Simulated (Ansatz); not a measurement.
SiO2 — ¹⁷O NMR of the central transition

Cell: an entry of the Crystallography Open Database (COD), ions relaxed with PBE at fixed cell.

```cif
data_SiO2
_symmetry_space_group_name_H-M 'P4_12_12'
_symmetry_Int_Tables_number 92
_cell_length_a 4.9570
_cell_length_b 4.9570
_cell_length_c 6.8903
_cell_angle_alpha 90.000
_cell_angle_beta 90.000
_cell_angle_gamma 90.000
loop_
_atom_site_label
_atom_site_type_symbol
_atom_site_symmetry_multiplicity
_atom_site_Wyckoff_symbol
_atom_site_fract_x
_atom_site_fract_y
_atom_site_fract_z
Si Si 4 a 0.3071 0.3071 0.0000
O O 8 b 0.2360 0.1200 0.1869
```

One atom of each set is listed.

Computed with Ansatz: DFT, r2SCAN, plane waves and PAW (field gradients read without the response of the frozen cores, which leaves them typically 4 to 6 % off), scalar-relativistic, 500 eV cutoff, Γ-centred 4×4×3 k-points, Fermi–Dirac smearing 0.02 eV.

¹⁷O has I = 5/2 and Q = -25.58 mb (Pyykkö 2018); at 18.8 T its Larmor frequency is ν₀ = 108.6 MHz. Only the quadrupole interaction is simulated: positions count from each site's isotropic chemical shift, and J coupling is left out, as are shift anisotropy and dipolar coupling, which fast spinning averages.

Q: Give C_Q, η, the quadrupolar product P_Q = |C_Q|(1 + η²/3)^½, the second-order isotropic shift and the breadth of the pattern (fast magic-angle spinning) for each O site.

A: 

| site | first shell | C_Q (MHz) | η | P_Q (MHz) | δ_QIS (ppm) | breadth (kHz) |
| --- | --- | --- | --- | --- | --- | --- |
| O | 2 Si at 1.63 Å, angle 142° | -5.93 | 0.21 | 5.98 | -18.2 | 4.46 |

δ_QIS = −(ν_Q²/30ν₀²)[I(I+1) − 3/4](1 + η²/3) × 10⁶ ppm with ν_Q = 3|C_Q|/[2I(2I−1)]; it falls as 1/B₀² in ppm, and the breadth as 1/B₀ in kHz.

At O V_zz runs parallel to the line that joins its two neighbours (within 1°).

The largest force is 0.3 eV/Å, so the atoms aren't at the calculated equilibrium and relaxing them would move these values.

Hardware: 1 thread of AMD EPYC 9R14 (Zen 4) (x86_64; 16 cores open to the job, memory cap 3.0 GiB, no GPU), a shared host with a load of 0.3 a core. Wall time 11 s, CPU time 11 s, peak memory 0.75 GiB.
